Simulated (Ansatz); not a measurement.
## How AlAs (F-43m) expands on warming

Aim: the lattice, expansion, heat capacity and bulk modulus of AlAs as it warms.

Experimental results on record:
- heat capacity C_P per formula unit 45.8 J/mol/K and bulk modulus 77 GPa near room temperature (given in “High-Throughput Prediction of Finite-Temperature Properties using the Quasi-Harmonic Approximation”, 2016, arXiv:1603.06924)

Method: DFT PBE, scalar-relativistic, plane waves, PAW, in the first sound run; inputs show where later runs differ, in Ansatz 0.2.0.

### Step 1. The structure

The structure is cubic, space group F-43m (No. 216). The conventional cell has a = 5.661 Å, b = 5.661 Å, c = 5.661 Å, α = 90.00°, β = 90.00°, γ = 90.00°. Nearest to Al lie 4 As at 2.45 Å. Nearest to As lie 4 Al at 2.45 Å. Farther neighbours are not listed.

### Step 2. A first coarse run

Before spending time, one coarse run tells the gap and the pressure of the starting cell.

File input.yaml:

```yaml
crystal:
  lattice:
    - [0.0, 2.8304, 2.8304]
    - [2.8304, 0.0, 2.8304]
    - [2.8304, 2.8304, 0.0]
  atoms:
    - { symbol: Al, position: [0.0, 0.0, 0.0] }
    - { symbol: As, position: [0.25, 0.25, 0.25] }
kpoints:
  mp_grid: { grid: [6, 6, 6] }
hamiltonian:
  xc: pbe
scf:
  occupations: { method: gaussian, width: 0.1 }
output:
  forces: true
  stress: true
  eigenvalues: true
```

Command:

```bash
$ ansatz run input.yaml --threads 4 --pin off --max-ram 16384MiB --backend cpu --events-out ev --progress --plain --runs-dir out
```

Numbers of over 12 decimals in the logs are rounded to 6 here.

The log of the run:

```text
Engine: ansatz 0.2.0, x86_64-unknown-linux-gnu
Pseudopotentials: kind: paw
Pseudopotential: Al, paw, valence charge 3, recommended cutoff 420 eV (normal), Al.paw.azcp
Pseudopotential: As, paw, valence charge 15, recommended cutoff 420 eV (normal), As.paw.azcp
Functional definition: PBE
  parameter kappa = 0.804
  parameter beta = 0.066725
  exchange = pbe_x(kappa = kappa, mu = beta*pi^2/3)
  correlation = pbe_c(beta = beta)
Crystal: 2 atoms, lattice volume = 45.350 Å³
Basis set: ecut = 420 eV, 893 PW (Γ), exchange–correlation on 54×54×54 points (8 copies of the dense FFT grid, shifted against one another)
Bands: 13, of which v1, the nominal top of the filled ones, is band 9 counted from 1 (8 counted from 0)
Symmetry: 24 space group operations
Space group: F-43m (ITA 216), of the structure as read, at distance tolerance 3.6e-5 Å
k-points: 16 of 216 (time reversal used)
Non-local potential: Al, projectors of the file, l = 0: 2, l = 1: 2, l = 2: 1
Non-local potential: As, projectors of the file, l = 0: 2, l = 1: 2, l = 2: 3, l = 3: 1
PAW form: soft (Blöchl's): semilocal exchange-correlation on the pseudo side does not see the compensation charge
PAW one-centre angular grid: Al, 110 points (default); XC on 64 Gauss nodes
PAW one-centre angular grid: As, 590 points (default); XC on 64 Gauss nodes
Initial density: superposition of atomic densities (neutral atoms: chi_scale 0, normalization atom), corrected by the library's trained network
Initial wavefunctions: pseudopotential atomic-orbital guess
Functional: x = pbe(κ = 0.804, μ = 0.219515), c = pbe(β = 0.066725)
SCF iter   1: F=—  HF=-5394.591786 eV  |F-HF|=—  |Δ(HF+E_count)|=         —  Δρ=1.41e-3  dr2=1.64e-3  ethr=1.77e-3  ⟨swp⟩=5.1  Hψ=1209  notcnv=0
preconditioner: auto → none  [insulator: Δε(μ)=1.420 eV  Ē_g=9.905 eV  σ=0.100 eV  W_gap=1.00  n_scr=14 (ndim 8)  ℏωp=15.6 eV  f_vac=0.006  D(μ)=0.00/eV (n_scr^D=0)  ε∞_Penn≈3.5]
SCF iter   2: F=—  HF=-5394.591177 eV  |F-HF|=—  |Δ(HF+E_count)|=   6.09e-4  Δρ=4.31e-4  dr2=7.95e-5  ethr=9.09e-6  ⟨swp⟩=1.9  Hψ=382  notcnv=0
SCF iter   3: F=—  HF=-5394.591174 eV  |F-HF|=—  |Δ(HF+E_count)|=   3.39e-6  Δρ=1.71e-4  dr2=8.27e-6  ethr=4.42e-7  ⟨swp⟩=2.1  Hψ=265  notcnv=0
SCF iter   4: F=—  HF=-5394.591184 eV  |F-HF|=—  |Δ(HF+E_count)|=   9.73e-6  Δρ=2.44e-5  dr2=3.08e-7  ethr=4.59e-8  ⟨swp⟩=2.2  Hψ=352  notcnv=0
iter 5 did not close the SCF: its close was put off for the readings that it lacked (scf_convergence_deferred on its scf_iter line)
SCF iter   5: F=-5394.591183 eV  HF=-5394.591183 eV  |F-HF|=3.00e-8  |Δ(HF+E_count)|=   3.07e-7  Δρ=1.04e-5  dr2=2.53e-8  ethr=1.71e-9  ⟨swp⟩=2.0  Hψ=352  notcnv=0
SCF iter   6: F=-5394.591183 eV  HF=-5394.591183 eV  |F-HF|=9.46e-11  |Δ(HF+E_count)|=   3.53e-8  Δρ=9.32e-7  dr2=3.61e-10  ethr=1.41e-10  ⟨swp⟩=2.0  Hψ=657  notcnv=0
SCF 1 converged in 6 iterations: F = -5394.591183 eV  dr2 = 3.61e-10
  greatest PAW one-centre occupation: 0.999 electrons in one spin orbital (limit 2), on the As atom at site 1 (counted from 0), in its partial waves of l = 2
SCF converged after 6 iterations
Free energy (F): -5394.591183 eV
Harris-Foulkes:  -5394.591183 eV  (|F-HF|=9.46e-11)
Internal energy: -5394.591183 eV  (E = F + TS)
E sigma→0 (E₀):  -5394.591183 eV
Fermi energy:    7.092994 eV
--- Per-component energies (eV) ---
  E_band       = -266.154219
  E_kinetic    = 126.864504
  E_local      = -2113.773728  (includes V_loc(G=0)·N_el)
  E_nonlocal   = -659.943223
  E_hartree    = 1130.806106
  E_xc         = -119.120754
  E_vxc        = -108.470699  (∫ρ·V_xc dr)
  E_paw        = -2303.088035  (= ΣΔE_a)
  E_vpaw       = 227.557466  (= ΣTr[D̂ρ^β])
  E_aug_tail   = 0.000006  (compensation charges beyond the density's cutoff)
  E_ewald      = -1456.336059
  E_smearing   = -0.000000  (= −TS)
  E_closure    = 0.000000  (closes the sum)
  Σ components = -5394.591183   (vs F -5394.591183, Δ=0.00e0)
--- Forces (eV/Å), atoms counted from 1 ---
  atom   1  Al     0.00000000    -0.00000000     0.00000000
  atom   2  As    -0.00000000     0.00000000     0.00000000
  max |Σ_I F_I| component: 2.26e-16 eV/Å
--- Stress (GPa, compression-positive) ---
        2.602985      -0.000000      -0.000000
       -0.000000       2.602985       0.000000
        0.000000       0.000000       2.602985
  P = ⅓ Tr σ = 2.6030 GPa (26.030 kbar)
--- Band table (eV; the first three rows and the last of 16) ---
  k-point 0: bands = [... 5 lower, -5.4914, 6.3722, 6.3722, 6.3722, 8.4253, 10.6720, 10.6720, 10.6720]
  k-point 1: bands = [... 5 lower, -5.2235, 4.2796, 6.1104, 6.1104, 9.2010, 11.1072, 11.1072, 11.5720]
  k-point 2: bands = [... 5 lower, -4.5460, 1.8879, 5.7115, 5.7115, 8.7459, 11.2432, 11.2432, 13.8753]
  k-point 15: bands = [... 5 lower, -3.5024, 1.1889, 3.4440, 3.6916, 9.5472, 10.4938, 13.5009, 14.2103]
```

It took 1.4 s on 4 threads of Intel Xeon Platinum 8559C (Emerald Rapids), shared host; peak memory 0.35 GiB; 1.8 s of CPU time.

In the SCF lines HF is the Harris–Foulkes energy and dr2 the Hartree energy of the density residual, in eV; the loop may stop once dr2 is under the threshold and the program's other checks hold. Hψ counts applications of the Hamiltonian.

Numbers from this step:

* pressure: 2.603 GPa
* gap on the k-mesh: 1.442 eV
* volume per atom: 22.67 Å³

The start is under 2.6 GPa at this level and looks like an insulator or semiconductor on this mesh.

### Step 3. Finding the static equilibrium

The vibrations must be taken about the equilibrium of this functional, not about the starting cell, so the structure is relaxed.

input.yaml, the sections that differ from step 2:

```yaml
kpoints:
  mp_grid: { grid: [8, 8, 8] }
scf:
  occupations: { method: gaussian, width: 0.02 }
relax:
  adjacent_minimum: "off"
  f_tol: 0.005
  max_steps: 80
  cell: { stress_tol: 0.05 }
# crystal, hamiltonian, output: as in step 2
```

The log of the run:

```text
[...]
Crystal: 2 atoms, lattice volume = 45.350 Å³
Basis set: ecut = 420 eV, 893 PW (Γ), exchange–correlation on 54×54×54 points (8 copies of the dense FFT grid, shifted against one another)
Bands: 13, of which v1, the nominal top of the filled ones, is band 9 counted from 1 (8 counted from 0)
Symmetry: 24 space group operations
[...]
k-points: 29 of 512 (time reversal used)
[...]
SCF iter   1: F=—  HF=-5394.602308 eV  |F-HF|=—  |Δ(HF+E_count)|=         —  Δρ=1.65e-3  dr2=2.26e-3  ethr=1.77e-3  ⟨swp⟩=6.0  Hψ=2352  notcnv=0
[...]
SCF iter   6: F=-5394.601586 eV  HF=-5394.601586 eV  |F-HF|=7.22e-10  |Δ(HF+E_count)|=   1.98e-8  Δρ=1.23e-6  dr2=3.55e-10  ethr=6.68e-11  ⟨swp⟩=2.0  Hψ=1247  notcnv=0
SCF 1 converged in 6 iterations: F = -5394.601586 eV  dr2 = 3.55e-10
[...]
relax step   1: F+E_penalty+E_count = -5394.60158571 eV  Δ(F+E_penalty+E_count) = +0.000e0 eV  max|allowed force component| = 9.021e-17 eV/Å  Δτ_max = 0.0000 Å  P = +2.587 GPa  Ω = 45.350 Å³  (6 SCF iters, dr2 threshold 1.00e-7 eV, accepted)
Crystal: 2 atoms, lattice volume = 46.757 Å³
Basis set: ecut = 420 eV, 941 PW (Γ), exchange–correlation on 54×54×54 points (8 copies of the dense FFT grid, shifted against one another)
[...]
iter 1 solved again at ethr=6.76e-6 eV; its pass at ethr=3.10e-3 eV (dr2=1.22e-3 eV) is discarded
[...]
SCF iter   5: F=-5394.613909 eV  HF=-5394.613909 eV  |F-HF|=1.10e-8  |Δ(HF+E_count)|=   6.23e-7  Δρ=5.13e-6  dr2=1.01e-8  ethr=1.11e-9  ⟨swp⟩=5.3  Hψ=1715  notcnv=0
SCF 2 converged in 5 iterations: F = -5394.613909 eV  dr2 = 1.01e-8
relax step   2: F+E_penalty+E_count = -5394.61390894 eV  Δ(F+E_penalty+E_count) = -1.232e-2 eV  max|allowed force component| = 3.795e-17 eV/Å  Δτ_max = 0.0000 Å  P = +0.335 GPa  Ω = 46.757 Å³  energy of the carried Pulay correction = -2.535e-4 eV  (5 SCF iters, dr2 threshold 2.00e-7 eV, accepted)
Crystal: 2 atoms, lattice volume = 46.974 Å³
[...]
SCF iter   4: F=-5394.614109 eV  HF=-5394.614109 eV  |F-HF|=1.20e-8  |Δ(HF+E_count)|=   6.54e-8  Δρ=6.81e-6  dr2=1.39e-8  ethr=1.11e-9  ⟨swp⟩=5.2  Hψ=1770  notcnv=0
SCF 3 converged in 4 iterations: F = -5394.614109 eV  dr2 = 1.39e-8
relax step   3: F+E_penalty+E_count = -5394.61410931 eV  Δ(F+E_penalty+E_count) = -2.004e-4 eV  max|allowed force component| = 2.624e-17 eV/Å  Δτ_max = 0.0000 Å  P = +0.019 GPa  Ω = 46.974 Å³  energy of the carried Pulay correction = -2.919e-4 eV  (4 SCF iters, dr2 threshold 2.00e-7 eV, accepted)
Basis set: ecut = 420 eV, 941 PW (Γ), exchange–correlation on 60×60×60 points (8 copies of the dense FFT grid, shifted against one another)
[...]
SCF iter   5: F=-5394.614444 eV  HF=-5394.614444 eV  |F-HF|=2.09e-11  |Δ(HF+E_count)|=   1.35e-9  Δρ=1.34e-7  dr2=7.09e-12  ethr=1.00e-12  ⟨swp⟩=5.9  Hψ=1440  notcnv=0
SCF 4 converged in 5 iterations: F = -5394.614444 eV  dr2 = 7.09e-12
relax step   4: F+E_penalty+E_count = -5394.61444365 eV  Δ(F+E_penalty+E_count) = -3.343e-4 eV  max|allowed force component| = 2.992e-17 eV/Å  Δτ_max = 0.0000 Å  P = +0.029 GPa  Ω = 46.974 Å³  stress off target by 2.87e-2 GPa  SCF on the basis re-selected at this cell (its energy is not comparable with the rows above)  (5 SCF iters)
basis re-selected at this cell: Δ(F+E_penalty+E_count) = -3.343e-4 eV, ΔP = +0.010 GPa vs the last step (what re-selecting the basis moved, of the pressure what is left beyond the Pulay correction that the steps carried, after the strain that the cell walked since its last selection, with what the two solves' SCF thresholds leave and, on support functions, any second-order correction that the steps lacked; it is no measure of the basis error at this ecutwfc). The dense FFT grid was sized anew with the basis: this SCF ran on 30×30×30 points, the steps before it on 27×27×27, so part of this shift can come from that change (see relax.cell in the input reference). [rest of the remark cut]
SCF converged after 5 iterations
Free energy (F): -5394.614444 eV
[...]
Internal energy: -5394.614444 eV  (E = F + TS)
E sigma→0 (E₀):  -5394.614444 eV
Fermi energy:    6.739661 eV
[...]
--- Stress (GPa, compression-positive) ---
        0.028684      -0.000000       0.000000
        0.000000       0.028684       0.000000
        0.000000       0.000000       0.028684
  P = ⅓ Tr σ = 0.0287 GPa (0.287 kbar)
--- Band table (eV; the first three rows and the last of 29) ---
  k-point 0: bands = [... 5 lower, -5.6825, 5.9880, 5.9880, 5.9880, 7.7663, 10.2301, 10.2301, 10.2301]
  k-point 1: bands = [... 5 lower, -5.5368, 4.5657, 5.8334, 5.8334, 8.5700, 10.5024, 10.5024, 10.5820]
  k-point 2: bands = [... 5 lower, -5.1341, 2.6698, 5.5268, 5.5268, 8.4614, 10.8458, 10.8458, 12.2372]
  k-point 28: bands = [... 5 lower, -3.8035, 1.0041, 2.9509, 3.2896, 10.3044, 11.4542, 11.5733, 12.0142]
--- Relaxed structure (3 steps of the walk, 3 accepted, 1 SCFs on fresh bases) ---
  F+E_penalty+E_count = -5394.61444365 eV   max|allowed force component| = 2.992e-17 eV/Å   (the final SCF, on the basis selected at the relaxed cell)
  cell:  # Å, volume = 46.9744 Å³
    - [0, 2.863807, 2.863807]
    - [2.863807, 0, 2.863807]
    - [2.863807, 2.863807, 0]
  atoms:
    - { symbol: Al, position: [0, 0, 0] }
    - { symbol: As, position: [0.25, 0.25, 0.25] }
```

Wall time 1.6 s (4 threads); peak memory 0.39 GiB.

Relaxation path:

```csv
step,energy less that of the first step (eV),largest force component (eV/Å),pressure (GPa),volume (Å³)
1,0.0000,0.0000,2.59,45.35
2,-0.0123,0.0000,0.33,46.76
3,-0.0125,0.0000,0.02,46.97
4*,-0.0129,0.0000,0.03,46.97
```

Relaxation steps marked * repeat the geometry before them on a plane-wave basis chosen anew for their cell, so energy and pressure can jump there.

Forces are held to the 24 operations that the run works with; a distortion that breaks them can't arise in this run.

```csv
"conventional cell, symmetrised",before,after,change
a (Å),5.661,5.728,+1.2 %
b (Å),5.661,5.728,+1.2 %
c (Å),5.661,5.728,+1.2 %
volume (Å³/atom),22.67,23.49,+3.6 %
```

The relaxed structure:

```xyz
2
Lattice="0.0000 2.8638 2.8638 2.8638 0.0000 2.8638 2.8638 2.8638 0.0000" Properties=species:S:1:pos:R:3 pbc="T T T"
Al    0.0000    0.0000    0.0000
As    1.4319    1.4319    1.4319
```

Numbers from this step:

```yaml
pressure: 0.02868 GPa
gap_on_the_k_mesh: 1.503 eV
volume_per_atom: 23.49 Å³
```

The relaxation ends with a pressure of 0.03 GPa.

### Step 4. Relaxing to small residual forces and stress

The thresholds are tightened for a last relaxation ahead of the phonons, and where mesh or smearing change with them the cell follows.

input.yaml, the sections that differ from step 3:

```yaml
crystal:
  lattice:
    - [0.0, 2.8638065819, 2.8638065819]
    - [2.8638065819, 0.0, 2.8638065819]
    - [2.8638065819, 2.8638065819, 0.0]
  atoms:
    - { symbol: Al, position: [0.0, 0.0, 0.0] }
    - { symbol: As, position: [0.25, 0.25, 0.25] }
scf:
  occupations: { method: fixed }
relax:
  adjacent_minimum: "off"
  f_tol: 0.001
  max_steps: 60
  cell: { stress_tol: 0.01 }
# kpoints, hamiltonian, output: as in step 3
```

The log of the run:

```text
[...]
Crystal: 2 atoms, lattice volume = 46.974 Å³
Basis set: ecut = 420 eV, 941 PW (Γ), exchange–correlation on 60×60×60 points (8 copies of the dense FFT grid, shifted against one another)
Bands: 13, of which v1, the nominal top of the filled ones, is band 9 counted from 1 (8 counted from 0)
Symmetry: 24 space group operations
[...]
k-points: 29 of 512 (time reversal used)
[...]
k-point 28: bands = [... 5 lower, -3.8067, 1.0010, 2.9482, 3.2868, 10.3003, 11.4482, 11.5679, 12.0097]
--- Relaxed structure (2 steps of the walk, 2 accepted, 1 SCFs on fresh bases) ---
[...]
cell:  # Å, volume = 46.9923 Å³
    - [0, 2.864171, 2.864171]
    - [2.864171, 0, 2.864171]
    - [2.864171, 2.864171, 0]
  atoms:
    - { symbol: Al, position: [0, 0, 0] }
    - { symbol: As, position: [0.25, 0.25, 0.25] }
[key lines of the parts left out:]
SCF converged after 6 iterations
Free energy (F): -5394.614455 eV
Fermi energy:    5.983970 eV
P = ⅓ Tr σ = 0.0030 GPa (0.030 kbar)
```

Elapsed: 1.2 s, on 4 threads; peak memory 0.41 GiB.

Little changed from the start: no atom moved by 0.005 Å and no cell edge by 0.1 %.

Numbers from this step:

```
pressure          : 0.002955 GPa
gap on the k-mesh : 1.504 eV
volume per atom   : 23.50 Å³
```

The residual pressure is 0.0030 GPa, small enough for phonons.

(Part 1 of 2 ends here.)

[Logs are printed without paths, hosts, clocks, repeated set-up lines and the standing remarks that a program may print on its own settings, such as how far it seeks lower states.]

[Hosts, paths, dates, database ids (printed as entryN), source tags and the programs' standing remarks are cut or masked in the printed files.]

[A step with changed settings may run another functional than the one named; its input shows which.]
